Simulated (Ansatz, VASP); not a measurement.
# NaI in VASP and in Ansatz

```
CELL_PARAMETERS angstrom
0.00000 3.23640 3.23640
3.23640 0.00000 3.23640
3.23640 3.23640 0.00000
ATOMIC_POSITIONS crystal
Na 0.00000 0.00000 0.00000
I 0.50000 0.50000 0.50000
```

Alike in both runs: task relaxation of cell and atoms; functional r2SCAN; k mesh 6 × 6 × 6; occupations gaussian, width 0.02 eV; no spin polarisation.

|  | VASP | Ansatz |
| --- | --- | --- |
| version | VASP 6.6.1 | Ansatz 0.2.0 |
| potentials or method | VASP PAW PBE potentials, release 64 (Na_pv, I) | scalar-relativistic, plane waves, PAW |
| plane-wave cutoff (eV) | 600 | 500 |
| valence electrons in the cell | 14 | 26 |

```tsv
	VASP	Ansatz	Ansatz less VASP
gap on the k mesh at the Fermi level, each at its own relaxed structure (eV)	4.48	4.44	-0.042
relaxed volume (Å³/atom)	33.45	33.80	+0.351
relaxed cell length with the largest relative difference (Å)	4.557	4.573	+0.0159
```

The two sets of potentials don't hold the same shells in valence.

Caveats: the PAW data sets were made with another functional, which shifts forces and pressure a little (VASP); spin-orbit coupling is left out, which moves the levels of the heavy elements. r2SCAN opens gaps a little over a GGA but as a rule still falls short of measured ones.
